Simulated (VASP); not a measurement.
# AlN (P6_3mc) in VASP: notebook

The runs below take AlN through relaxation of cell and atoms, with PBEsol, LDA, PBE, PBE+D3(BJ).

All numbers are computed with VASP 6.6.1; they aren't measurements. Logs are shortened: lines on timing, memory, paths and dates and some standing lists are left out, and cuts for length are marked.

## 1. The crystal as given

The structure is hexagonal, space group P6_3mc (No. 186). The conventional cell has a = 3.129 Å, b = 3.129 Å, c = 5.017 Å, α = 90.00°, β = 90.00°, γ = 120.00°. Al (site symmetry 3m) has 4 N at 1.90 to 1.91 Å as nearest neighbours. N (site symmetry 3m) has 4 Al at 1.90 to 1.91 Å as nearest neighbours.

The cell is a database's computed one.

## 2. Relaxation of cell and atoms, PBEsol

Input file INCAR:

```
PREC = Accurate
ENCUT = 600
EDIFF = 1E-7
ISMEAR = 0
SIGMA = 0.02
LREAL = False
LASPH = True
NELM = 80
ALGO = Normal
ISIF = 3
LWAVE = False
LCHARG = False
GGA = PS
IBRION = 2
NSW = 90
EDIFFG = -0.005
```

Input file KPOINTS:

```
Automatic mesh
0
Gamma
  9 9 6
```

Input file POSCAR:

```
AlN
1.0
    3.1285881400      0.0000000000      0.0000000000
   -1.5642940700      2.7094368000      0.0000000000
    0.0000000000      0.0000000000      5.0169550000
Al N
2 2
Direct
    0.6666666700      0.3333333300      0.4992870000
    0.3333333300      0.6666666700      0.9992870000
    0.6666666700      0.3333333300      0.8807130000
    0.3333333300      0.6666666700      0.3807130000
```

Potentials or basis: VASP PAW PBE potentials, release 64 (Al, N).

Started as:

```
$ cat potpaw_PBE.64/Al/POTCAR potpaw_PBE.64/N/POTCAR > POTCAR
$ mpirun -np 1 vasp_std > vasp.out
```

OUTCAR:

```text
PREC = Accurate
   ENCUT = 600
   EDIFF = 1E-7
   ISMEAR = 0
   LREAL = False
   LASPH = True
   NELM = 80
   ISIF = 3
   GGA = PS
   IBRION = 2
   NSW = 90
   EDIFFG = -0.005

 ion  position               nearest neighbor table
   1  0.667  0.333  0.499-   4 1.90   4 1.90   4 1.90   3 1.91   2 3.09   2 3.09   2 3.09   2 3.09
                             2 3.09   2 3.09
   2  0.333  0.667  0.999-   3 1.90   3 1.90   3 1.90   4 1.91   1 3.09   1 3.09   1 3.09   1 3.09
                             1 3.09   1 3.09
   3  0.667  0.333  0.881-   2 1.90   2 1.90   2 1.90   1 1.91
   4  0.333  0.667  0.381-   1 1.90   1 1.90   1 1.90   2 1.91

  LATTYP: Found a hexagonal cell.
 ALAT       =     3.1285881400
 C/A-ratio  =     1.6035843567

  Lattice vectors:

 A1 = (   3.1285881400,   0.0000000000,   0.0000000000)
 A2 = (  -1.5642940700,   2.7094368000,   0.0000000000)
 A3 = (   0.0000000000,   0.0000000000,   5.0169550000)

Analysis of symmetry for initial positions (statically):
=====================================================================
 Subroutine PRICEL returns:
 Original cell was already a primitive cell.

 Routine SETGRP: Setting up the symmetry group for a
 hexagonal supercell.

 Subroutine GETGRP returns: Found 12 space group operations
 (whereof  6 operations were pure point group operations)
 out of a pool of 24 trial point group operations.

The static configuration has the point symmetry C_3v.
 The point group associated with its full space group is C_6v.

Analysis of symmetry for dynamics (positions and initial velocities):
=====================================================================
 Subroutine PRICEL returns:
 Original cell was already a primitive cell.

 Routine SETGRP: Setting up the symmetry group for a
 hexagonal supercell.

 Subroutine GETGRP returns: Found 12 space group operations
 (whereof  6 operations were pure point group operations)
 out of a pool of 24 trial point group operations.

The dynamic configuration has the point symmetry C_3v.
 The point group associated with its full space group is C_6v.

 Subroutine INISYM returns: Found 12 space group operations
 (whereof  6 operations are pure point group operations),
 and found     1 'primitive' translations

----------------------------------------------------------------------------------------

                                     Primitive cell

  volume of cell :      42.5273

  direct lattice vectors                    reciprocal lattice vectors
     3.128588140  0.000000000  0.000000000     0.319632996  0.184540197  0.000000000
    -1.564294070  2.709436800  0.000000000     0.000000000  0.369080393  0.000000000
     0.000000000  0.000000000  5.016955000     0.000000000  0.000000000  0.199324092

  length of vectors
     3.128588140  3.128588134  5.016955000     0.369080393  0.369080393  0.199324092

  position of ions in fractional coordinates (direct lattice)
     0.666666670  0.333333330  0.499287000
     0.333333330  0.666666670  0.999287000
     0.666666670  0.333333330  0.880713000
     0.333333330  0.666666670  0.380713000

  ion indices of the primitive-cell ions
   primitive index   ion index
                 1           1
                 2           2
                 3           3
                 4           4

----------------------------------------------------------------------------------------

 KPOINTS: Automatic mesh

Automatic generation of k-mesh.
 Grid dimensions read from file:
 generate k-points for:    9    9    6

 Generating k-lattice:

  Cartesian coordinates                     Fractional coordinates (reciprocal lattice)
     0.035514777  0.020504466  0.000000000     0.111111111 -0.000000000  0.000000000
     0.000000000  0.041008933  0.000000000     0.000000000  0.111111111  0.000000000
     0.000000000  0.000000000  0.033220682     0.000000000  0.000000000  0.166666667

  Length of vectors
     0.041008933  0.041008933  0.033220682

  Shift w.r.t. Gamma in fractional coordinates (k-lattice)
     0.000000000  0.000000000  0.000000000

 Subroutine IBZKPT returns following result:
 ===========================================

 Found     48 irreducible k-points:

 Following reciprocal coordinates:
            Coordinates               Weight
  0.000000  0.000000  0.000000      1.000000
  0.111111  0.000000  0.000000      6.000000
  0.222222  0.000000  0.000000      6.000000
  0.333333 -0.000000  0.000000      6.000000
  0.444444  0.000000  0.000000      6.000000
  0.111111  0.111111  0.000000      6.000000
[... 16 lines left out ...]
  0.333333  0.222222  0.166667     24.000000
  0.333333  0.333333  0.166667      4.000000
 [... further k-points ...]
   k-points           NKPTS =     48   k-points in BZ     NKDIM =     48   number of bands    NBANDS=     12
   number of dos      NEDOS =    301   number of ions     NIONS =      4
   total plane-waves  NPLWV =  31360
   dimension x,y,z NGX =    28 NGY =   28 NGZ =   40
   dimension x,y,z NGXF=    56 NGYF=   56 NGZF=   80
   ions per type =               2   2
   NGX,Y,Z   is equivalent  to a cutoff of  14.88, 14.88, 13.25 a.u.
   NGXF,Y,Z  is equivalent  to a cutoff of  29.76, 29.76, 26.51 a.u.
 SYSTEM =  unknown system
   PREC   = accura    normal or accurate (medium, high low for compatibility)
   ISTART =      0    job   : 0-new  1-cont  2-samecut
   ICHARG =      2    charge: 1-file 2-atom 10-const
   ISPIN  =      1    spin polarized calculation?
   LNONCOLLINEAR =      F non collinear calculations
   LSORBIT =      F    spin-orbit coupling
   LASPH  =      T    aspherical Exc in radial PAW
   ENCUT  =  600.0 eV  44.10 Ry    6.64 a.u.   6.25  6.25 10.02*2*pi/ulx,y,z
   NELM   =     80;   NELMIN=  2; NELMDL= -5     # of ELM steps
   EDIFF  = 0.1E-06   stopping-criterion for ELM
   LREAL  =      F    real-space projection
   EDIFFG = -.5E-02   stopping-criterion for IOM
   NSW    =     90    number of steps for IOM
   IBRION =      2    ionic relax: 0-MD 1-quasi-New 2-CG
   NFREE  =      1    steps in history (QN), initial steepest desc. (CG)
   ISIF   =      3    stress and relaxation
   ISYM   =      2    0-nonsym 1-usesym 2-fastsym
   POTIM  = 0.5000    time-step for ionic-motion
   TEBEG  =    0.0;   TEEND  =   0.0 temperature during run
   PSTRESS=    0.0 pullay stress
   NELECT =      16.0000    total number of electrons
   NUPDOWN=      -1.0000    fix difference up-down
   EMIN   =  10.00;   EMAX   =-10.00  energy-range for DOS
   EFERMI =   0.00;   METHOD = LEGACY
   ISMEAR =     0;   SIGMA  =   0.02  broadening in eV -4-tet -1-fermi 0-gaus
   EFERMI_NEDOS =   21; number of points for ismear=-14 and -15
   IALGO  =     38    algorithm
   IMIX   =      4    mixing-type and parameters
     AMIX     =   0.40;   BMIX     =  1.00
     AMIX_MAG =   1.60;   BMIX_MAG =  1.00
  volume/ion in A,a.u.               =      10.63        71.75
  Fermi-wavevector in a.u.,A,eV,Ry     =   1.181841  2.233355 19.003903  1.396747
  Thomas-Fermi vector in A             =   2.318106
   LORBIT       =      0    0 simple, 1 ext, 2 COOP (PROOUT), +10 PAW based schemes
   GGA     = PS    functional components
   LHFCALC =     F    Hartree Fock is set to
   AEXX    =    0.0000 exact exchange contribution
   IVDW    =     0    specifies the selected vdW correction
   LEPSILON=     F    determine dielectric tensor
   LRPA    =     F    only Hartree local field effects (RPA)
 conjugate gradient relaxation of ions
 non-spin polarized calculation
 Gauss-broadening in eV      SIGMA  =   0.02
  energy-cutoff  :      600.00
  volume of cell :       42.53
 maximum number of plane-waves:      1436
 NGX is ok and might be reduce to    28
   NGX = 13   NGY = 13   NGZ = 21

--------------------------------------- Ionic step        1  -------------------------------------------

 number of electron      15.9999999 magnetization

 Free energy of the ion-electron system (eV)
  ---------------------------------------------------
  ext. energy  EPLUGINS =         0.00000000
  ---------------------------------------------------
  free energy    TOTEN  =       -31.30917520 eV

  energy without entropy =      -31.30917520  energy(sigma->0) =      -31.30917520

------------------------ aborting loop because EDIFF is reached ----------------------------------------

  FORCE on cell =-STRESS in cart. coord.  units (eV):
  Direction    XX          YY          ZZ          XY          YZ          ZX
  --------------------------------------------------------------------------------------
  -------------------------------------------------------------------------------------
  Total       -0.8603424     -0.8603424     -0.9039773      0.0000000      0.0000000      0.0000000
  in kB      -32.4126304    -32.4126302    -34.0565366      0.0000000      0.0000000      0.0000000
  external PRESSURE =     -32.9605991 kB  Pullay stress =       0.0000000 kB
[... 213 lines left out ...]
  energy  without entropy=      -31.3167135922  energy(sigma->0) =      -31.31671359

--------------------------------------- Ionic step        7  -------------------------------------------

 number of electron      15.9999999 magnetization

 Free energy of the ion-electron system (eV)
  ---------------------------------------------------
  ext. energy  EPLUGINS =         0.00000000
  ---------------------------------------------------
  free energy    TOTEN  =       -31.31671778 eV

  energy without entropy =      -31.31671778  energy(sigma->0) =      -31.31671778

 E-fermi :   6.2012     XC(G=0): -11.1030

 val. band max:        6.0588446052   @ k =   0.0000   0.0000   0.0000
 cond. band min:      10.1769575074   @ k =   0.0000   0.0000   0.0000
 fundamental gap:      4.1181129022
 Fermi energy:         6.2012395452

 k-point     1 :       0.0000    0.0000    0.0000
  band No.  band energies     occupation
      1      -9.1087      2.00000
      2      -6.9264      2.00000
      3       0.0045      2.00000
      4       5.1792      2.00000
      5       5.1792      2.00000
      6       5.8339      2.00000
      7       5.8339      2.00000
      8       6.0588      2.00000
      9      10.1770      0.00000
     10      12.6114      0.00000
     11      16.5572      0.00000
     12      17.0818      0.00000
[... 331 lines left out ...]
 k-point    24 :       0.3333    0.3333    0.1667
  band No.  band energies     occupation
      1      -6.5607      2.00000
      2      -6.5607      2.00000
      3       1.2865      2.00000
      4       1.8476      2.00000
      5       1.8476      2.00000
      6       3.3265      2.00000
      7       4.1631      2.00000
      8       4.1631      2.00000
      9      11.3534      0.00000
     10      14.2225      0.00000
     11      15.0606      0.00000
     12      15.0606      0.00000

 [... further k-points ...]
[... 5 lines left out ...]
  --------------------------------------------------------------------------------------
  -------------------------------------------------------------------------------------
  Total       -0.0003946     -0.0003946     -0.0000575      0.0000000     -0.0000000      0.0000000
  in kB       -0.0151206     -0.0151206     -0.0022037      0.0000000     -0.0000000      0.0000000
  external PRESSURE =      -0.0108150 kB  Pullay stress =       0.0000000 kB
[... 19 lines left out ...]
  FREE ENERGIE OF THE ION-ELECTRON SYSTEM (eV)
  ---------------------------------------------------
  free  energy   TOTEN  =       -31.3167177810 eV

  energy  without entropy=      -31.3167177810  energy(sigma->0) =      -31.31671778

 reached required accuracy - stopping structural energy minimisation
```

Wall time 55 s (1 thread of AMD EPYC 9R45 (Zen 5), shared host); peak memory 0.16 GiB.

What came out:

```
Free energy                            : -31.3167 eV
Relaxed volume                         : 10.45 Å³/atom
Relaxed cell                           : a = 3.113 Å, b = 3.113 Å, c = 4.982 Å, α = 90.00°, β = 90.00°, γ = 120.00°
Space group after relaxing (to 0.05 Å) : P6_3mc (No. 186)
Energy gained by relaxing              : 1.9 meV/atom
Ionic steps                            : 7
Pressure after relaxing                : 0.0 GPa
Band gap on the k mesh                 : 4.12 eV, direct
```

The path:
| step | energy change (eV) | largest force (eV/Å) | pressure (GPa) | volume (Å³) |
| --- | --- | --- | --- | --- |
| 1 | 0.0000 | 0.0063 | -3.30 | 42.53 |
| 2 | -0.0015 | 0.0174 | 3.12 | 41.20 |
| 3 | -0.0075 | 0.0118 | 0.01 | 41.82 |
| 4 | -0.0075 | 0.0100 | 0.00 | 41.81 |
| 5 | -0.0075 | 0.0084 | 0.00 | 41.81 |
| 6 | -0.0075 | 0.0074 | 0.00 | 41.81 |
| 7 | -0.0075 | 0.0003 | 0.00 | 41.81 |

Final structure:
```
Al N
1.0
     3.11299    0.00000    0.00000
    -1.55650    2.69593    0.00000
     0.00000    0.00000    4.98203
Al N
2 2
Cartesian
  1.5565 0.8986 2.4860
  0.0000 1.7973 4.9770
  1.5565 0.8986 4.3892
  0.0000 1.7973 1.8982
```

Caveat: the PAW data sets were made with another functional, which shifts forces and pressure a little; an odd mesh through Γ misses points on the zone boundary, where band edges often lie.

## 3. Relaxation of cell and atoms, LDA

Edit INCAR of step 2 so:

```diff
@@ -12,3 +12,2 @@
 LCHARG = False
-GGA = PS
 IBRION = 2
```

KPOINTS is that of step 2.

POSCAR is that of step 2.

Potentials or basis: VASP PAW LDA potentials, release 64 (Al, N).

Started as:

```
$ cat potpaw_LDA.64/Al/POTCAR potpaw_LDA.64/N/POTCAR > POTCAR
$ mpirun -np 1 vasp_std > vasp.out
```

Wall time 57 s (1 thread of AMD EPYC 9R45 (Zen 5), shared host); peak memory 0.14 GiB.

It converged, with:

- Free energy: -32.8444 eV
- Relaxed volume: 10.24 Å³/atom
- Relaxed cell: a = 3.091 Å, b = 3.091 Å, c = 4.948 Å, α = 90.00°, β = 90.00°, γ = 120.00°
- Space group after relaxing (to 0.05 Å): P6_3mc (No. 186)
- Energy gained by relaxing: 9.5 meV/atom
- Ionic steps: 8
- Pressure after relaxing: 0.0 GPa
- Band gap on the k mesh: 4.40 eV, direct

The path:
| step | energy change (eV) | largest force (eV/Å) | pressure (GPa) | volume (Å³) |
| --- | --- | --- | --- | --- |
| 1 | 0.0000 | 0.0034 | -7.44 | 42.53 |
| 2 | -0.0050 | 0.0240 | 7.79 | 39.56 |
| 3 | -0.0378 | 0.0107 | -0.04 | 40.96 |
| 4 | -0.0378 | 0.0109 | 0.11 | 40.93 |
| 5 | -0.0379 | 0.0149 | 0.12 | 40.92 |
| 6 | -0.0379 | 0.0169 | 0.12 | 40.92 |
| 7 | -0.0379 | 0.0085 | -0.12 | 40.96 |
| 8 | -0.0379 | 0.0016 | -0.02 | 40.95 |

Final structure:
```yaml
crystal:
  lattice:
    - [3.09119, 0.00000, 0.00000]
    - [-1.54560, 2.67705, 0.00000]
    - [0.00000, 0.00000, 4.94802]
  atoms:
    - { symbol: Al, position: [0.66667, 0.33333, 0.49904] }
    - { symbol: Al, position: [0.33333, 0.66667, 0.99904] }
    - { symbol: N, position: [0.66667, 0.33333, 0.88096] }
    - { symbol: N, position: [0.33333, 0.66667, 0.38096] }
```

Levels at points of the mesh, in eV from the valence-band top:
| k point | band 4 | band 5 | band 6 | band 7 | band 8 | band 9 | band 10 | band 11 | band 12 |
| --- | --- | --- | --- | --- | --- | --- | --- | --- | --- |
| (0.00, 0.00, 0.00) | -0.89 | -0.89 | -0.23 | -0.23 | 0.00 | 4.40 | 6.71 | 10.64 | 11.08 |
| (0.00, 0.00, 0.50) | -3.37 | -0.57 | -0.57 | -0.57 | -0.57 | 6.59 | 6.59 | 10.30 | 10.30 |

Caveat: an odd mesh through Γ misses points on the zone boundary, where band edges often lie. A hybrid or GW would open this gap; LDA tends to underestimate it.

## 4. Relaxation of cell and atoms, PBE

Edit INCAR of step 3 so:

```diff
@@ -12,2 +12,3 @@
 LCHARG = False
+GGA = PE
 IBRION = 2
```

KPOINTS is that of step 3.

POSCAR is that of step 3.

Potentials or basis: VASP PAW PBE potentials, release 64 (Al, N).

Started as:

```
$ cat potpaw_PBE.64/Al/POTCAR potpaw_PBE.64/N/POTCAR > POTCAR
$ mpirun -np 1 vasp_std > vasp.out
```

It took 27 s on 1 thread of AMD EPYC 9R45 (Zen 5), shared host; peak memory 0.16 GiB.

Results (log left out):

| Item | Value |
| --- | --- |
| Free energy | -29.7836 eV |
| Relaxed volume | 10.62 Å³/atom |
| Relaxed cell | a = 3.128 Å, b = 3.128 Å, c = 5.016 Å, α = 90.00°, β = 90.00°, γ = 120.00° |
| Space group after relaxing (to 0.05 Å) | P6_3mc (No. 186) |
| Energy gained by relaxing | 0.0 meV/atom |
| Ionic steps | 3 |
| Pressure after relaxing | 0.0 GPa |
| Band gap on the k mesh | 4.06 eV, direct |

Final structure:
```cif
data_structure
_symmetry_space_group_name_H-M 'P 1'
_symmetry_Int_Tables_number 1
_cell_length_a 3.1278
_cell_length_b 3.1278
_cell_length_c 5.0155
_cell_angle_alpha 90.000
_cell_angle_beta 90.000
_cell_angle_gamma 120.000
_cell_volume 42.49
loop_
_atom_site_label
_atom_site_type_symbol
_atom_site_fract_x
_atom_site_fract_y
_atom_site_fract_z
_atom_site_occupancy
Al1 Al 0.66667 0.33333 0.49927 1
Al2 Al 0.33333 0.66667 0.99927 1
N1 N 0.66667 0.33333 0.88073 1
N2 N 0.33333 0.66667 0.38073 1
```

Levels at points of the mesh, in eV from the valence-band top:
```csv
k point,band 4,band 5,band 6,band 7,band 8,band 9,band 10,band 11,band 12
"(0.00, 0.00, 0.00)",-0.84,-0.84,-0.20,-0.20,0.00,4.06,6.53,10.47,11.05
"(0.00, 0.00, 0.50)",-3.30,-0.53,-0.53,-0.53,-0.53,6.33,6.33,10.18,10.18
```

Caveat: an odd mesh through Γ misses points on the zone boundary, where band edges often lie. PBE gaps usually lie below the measured ones, often by a third to a half.

## 5. Relaxation of cell and atoms, PBE+D3(BJ)

Edit INCAR of step 4 so:

```diff
@@ -13,2 +13,3 @@
 GGA = PE
+IVDW = 12
 IBRION = 2
```

KPOINTS is that of step 4.

POSCAR is that of step 4.

Started as:

```
$ cat potpaw_PBE.64/Al/POTCAR potpaw_PBE.64/N/POTCAR > POTCAR
$ mpirun -np 1 vasp_std > vasp.out
```

It took 55 s on 1 thread of AMD EPYC 9R45 (Zen 5), shared host; peak memory 0.17 GiB.

Results (log left out):

```
Free energy                            : -30.8505 eV
Relaxed volume                         : 10.40 Å³/atom
Relaxed cell                           : a = 3.107 Å, b = 3.107 Å, c = 4.976 Å, α = 90.00°, β = 90.00°, γ = 120.00°
Space group after relaxing (to 0.05 Å) : P6_3mc (No. 186)
Energy gained by relaxing              : 3.1 meV/atom
Ionic steps                            : 7
Pressure after relaxing                : 0.0 GPa
Band gap on the k mesh                 : 4.24 eV, direct
Dispersion energy per atom             : -0.270 eV
```

The path:
```csv
step,energy change (eV),largest force (eV/Å),pressure (GPa),volume (Å³)
1,0.0000,0.0025,-4.24,42.53
2,-0.0027,0.0139,4.03,40.82
3,-0.0125,0.0087,0.00,41.61
4,-0.0125,0.0088,0.08,41.59
5,-0.0125,0.0095,-0.07,41.62
6,-0.0125,0.0096,-0.09,41.62
7,-0.0125,0.0004,0.00,41.60
```

Final structure:
```yaml
crystal:
  lattice:
    - [3.10719, 0.00000, 0.00000]
    - [-1.55360, 2.69091, 0.00000]
    - [0.00000, 0.00000, 4.97577]
  atoms:
    - { symbol: Al, position: [0.66667, 0.33333, 0.49907] }
    - { symbol: Al, position: [0.33333, 0.66667, 0.99907] }
    - { symbol: N, position: [0.66667, 0.33333, 0.88093] }
    - { symbol: N, position: [0.33333, 0.66667, 0.38093] }
```

Levels at points of the mesh, in eV from the valence-band top:
```
           k point  band 5  band 6  band 7  band 8  band 9  band 10  band 11  band 12
(0.00, 0.00, 0.00)   -0.87   -0.22   -0.22    0.00    4.24     6.69    10.64    11.18
(0.00, 0.00, 0.50)   -0.56   -0.56   -0.56   -0.56    6.50     6.50    10.35    10.35
```

Caveat: an odd mesh through Γ misses points on the zone boundary, where band edges often lie.

## 6. Summary

```csv
level,potentials or basis,gap on the mesh (eV),pressure (GPa),relaxed volume (Å³/atom)
PBEsol,"VASP PAW PBE potentials, release 64 (Al, N)",4.12,0.0,10.45
LDA,"VASP PAW LDA potentials, release 64 (Al, N)",4.40,0.0,10.24
PBE,"VASP PAW PBE potentials, release 64 (Al, N)",4.06,0.0,10.62
PBE+D3(BJ),"VASP PAW PBE potentials, release 64 (Al, N)",4.24,0.0,10.40
```

Alike in all rows: task relaxation of cell and atoms; no spin polarisation; cell relaxed; k mesh 9 × 9 × 6; cutoff (eV) 600; smearing gaussian 0.02 eV.

Caveats: an odd mesh through Γ misses points on the zone boundary, where band edges often lie; the PAW data sets were made with another functional, which shifts forces and pressure a little (some runs).

Total energies depend on the potentials used, so only differences within one code and one set of settings carry meaning.
